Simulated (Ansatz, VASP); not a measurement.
**SrCl2: VASP beside Ansatz**

The input INCAR:

```
ALGO = Normal ; EDIFF = 1E-6
ENCUT = 520 ; GGA = PE
ISIF = 2 ; ISMEAR = 0
LASPH = True ; LCHARG = False
LREAL = False ; LWAVE = False
NBANDS = 19 ; NELM = 100
PREC = Accurate ; SIGMA = 0.1
```

Contents of KPOINTS:

```
k-points
0
Gamma
  4 4 4
```

Contents of POSCAR:

```
SrCl2
1.0
    0.0000000000      3.4855000000      3.4855000000
    3.4855000000      0.0000000000      3.4855000000
    3.4855000000      3.4855000000      0.0000000000
Sr Cl
1 2
Direct
    0.0000000000      0.0000000000      0.0000000000
    0.2500000000      0.2500000000      0.2500000000
    0.7500000000      0.7500000000      0.7500000000
```

Input for Ansatz:

```yaml
crystal:
  lattice:
    - [0.0, 3.4855, 3.4855]
    - [3.4855, 0.0, 3.4855]
    - [3.4855, 3.4855, 0.0]
  atoms:
    - { symbol: Sr, position: [0.0, 0.0, 0.0] }
    - { symbol: Cl, position: [0.25, 0.25, 0.25] }
    - { symbol: Cl, position: [0.75, 0.75, 0.75] }
basis:
  ecutwfc: 420
kpoints:
  mp_grid: { grid: [4, 4, 4] }
hamiltonian:
  xc: pbe
scf:
  occupations: { method: gaussian, width: 0.1 }
output:
  forces: true
  stress: true
  eigenvalues: true
```

Alike in both runs: task single point; functional PBE; k mesh 4 × 4 × 4; occupations gaussian, width 0.1 eV; no spin polarisation.

```csv
,VASP,Ansatz
version,VASP 6.6.1,Ansatz 0.2.0
potentials or method,"VASP PAW PBE potentials, release 64 (Sr_sv, Cl)","scalar-relativistic, plane waves, PAW"
plane-wave cutoff (eV),520,420
valence electrons in the cell,24,24
```

```tsv
	VASP	Ansatz	Ansatz less VASP
gap on the k mesh at the Fermi level (eV)	5.35	5.35	+0.005
least direct gap on the mesh (eV)	5.50	5.51	+0.003
pressure (GPa)	1.2	1.1	-0.09
```

A k mesh can miss the band edges.
